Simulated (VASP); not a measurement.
Energy against volume of CsPbI3 (cubic perovskite). Level of theory: LDA (Ceperley-Alder, Perdew-Zunger), VASP's LDA PAW potentials (set 64) (plane waves; VASP). Run with 520 eV cut-off, 4×4×4 Γ-centred mesh, Gaussian smearing of 0.050 eV, potentials Cs_sv Pb_d I.

```json
[
 {"V (Å³/atom)": "45.191", "E (eV/atom)": "-3.19456"},
 {"V (Å³/atom)": "46.588", "E (eV/atom)": "-3.19811"},
 {"V (Å³/atom)": "47.986", "E (eV/atom)": "-3.19620"},
 {"V (Å³/atom)": "49.384", "E (eV/atom)": "-3.18973"}
]
```

Fit these four points and predict the energy of the run at 43.793 Å³/atom.

A cubic in V^(−2/3), the third-order Birch-Murnaghan form, passes through the four points with V0 = 46.76 Å³/atom and B0 = 20 GPa, and gives -3.1845 eV/atom there. The run gave -3.1845 eV/atom, -0.1 meV/atom from the fit; all five points give B0 = 20 GPa.

The compound is CsPbI3 in the cubic perovskite structure, the ideal cubic form; the compound distorts at low or room temperature. It was relaxed first, which changed the volume by -6 %.
